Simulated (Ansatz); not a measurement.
## HgS (F-43m): from strained cells to moduli

```
CELL_PARAMETERS angstrom
0.00000 2.93824 2.93824
2.93824 0.00000 2.93824
2.93824 2.93824 0.00000
ATOMIC_POSITIONS crystal
Hg 0.00000 0.00000 0.00000
S 0.75000 0.75000 0.75000
```

Computed, not measured; unless marked otherwise by PBEsol, all-electron LAPW in Ansatz 0.2.0, scalar-relativistic. k mesh 14×14×14, Fermi-Dirac smearing of 0.080 eV, basis error target 1 meV/atom. The cell was relaxed by PAW under this functional.

The cell is cubic and carries a residual pressure of 0.00 GPa at this level. Each strain component that symmetry leaves independent is applied at ±0.005, the ions relax wherever a strain frees them, and the stress (tension positive, GPa) is read. Shears are engineering strains, γ = 2ε.

```csv
strain,size,σxx,σyy,σzz,σyz,σxz,σxy
xx,-0.005,-0.3626,-0.2819,-0.2819,0.0000,0.0000,0.0000
xx,+0.005,0.3514,0.2662,0.2662,0.0000,0.0000,0.0000
yz,-0.005,-0.0029,-0.0023,-0.0023,-0.1227,0.0000,0.0000
yz,+0.005,-0.0029,-0.0023,-0.0023,0.1227,0.0000,0.0000
```

A central difference gives one constant, for example C11 ≈ (0.3514 − (-0.3626))/(0.01) = 71.4 GPa; the program then imposes the crystal's symmetry on the whole matrix.

Task: What are the independent elastic constants?

Result: C11 = 71.4, C12 = 54.8, C44 = 24.5 GPa.

Task: Do they meet the Born conditions?

Result: C11 − C12 = 16.6, C11 + 2C12 = 181.0 and C44 = 24.5 GPa must all be positive, so the crystal is elastically stable; that says nothing yet of its phonons.

Task: What moduli does a random aggregate of grains have?

Result: B = (C11 + 2C12)/3 = 60.3 GPa. G_V = (C11 − C12 + 3C44)/5 = 18.0 and G_R = 5(C11 − C12)C44/(4C44 + 3(C11 − C12)) = 13.8, so G_H = 15.9 GPa. Then E = 9BG/(3B + G) = 43.9 GPa, ν = (3B − 2G)/(6B + 2G) = 0.379 and B/G = 3.79, on the ductile side of Pugh's 1.75 (a rule of thumb).

Task: With the density of 7.615 g/cm³, how fast does sound travel, and what Debye temperature follows?

Result: 

```tsv
direction	slow (m/s)	middle (m/s)	fast (m/s)
[100]	1795	1795	3062
[110]	1044	1795	3392
[111]	1342	1342	3496
```

The mean of v⁻³ over directions and branches gives v_m = 1607 m/s and θ_D = (ħ/k_B) v_m (6π²n)^(1/3) = 163 K, n being atoms per volume. Young's modulus spans 24 to 65 GPa over directions, and the universal anisotropy index is 1.55.

Task: How far do the constants move if PAW replaces LAPW in the same cell?

Result: 

```json
{"constant": "C11", "LAPW (GPa)": "71.4", "PAW (GPa)": "71.2", "difference": "-0.2"}
{"constant": "C12", "LAPW (GPa)": "54.8", "PAW (GPa)": "54.7", "difference": "-0.1"}
{"constant": "C44", "LAPW (GPa)": "24.5", "PAW (GPa)": "24.5", "difference": "0.0"}
```

Task: What happens at 2 GPa (cell relaxed there)?

Result: The volume falls to 0.9696 of its value, and C11 = 79.5, C12 = 65.3, C44 = 21.9 GPa (slopes of the stress), in this structure whether or not another phase takes over.

Caveats: the gap is so small that the run used smearing, and responses move with mesh and smearing; no spin-orbit coupling on heavy atoms; the frozen-core PAW files of the compared runs were fitted under PBE, their cores solved anew for this functional; responses of metals move with mesh and smearing.
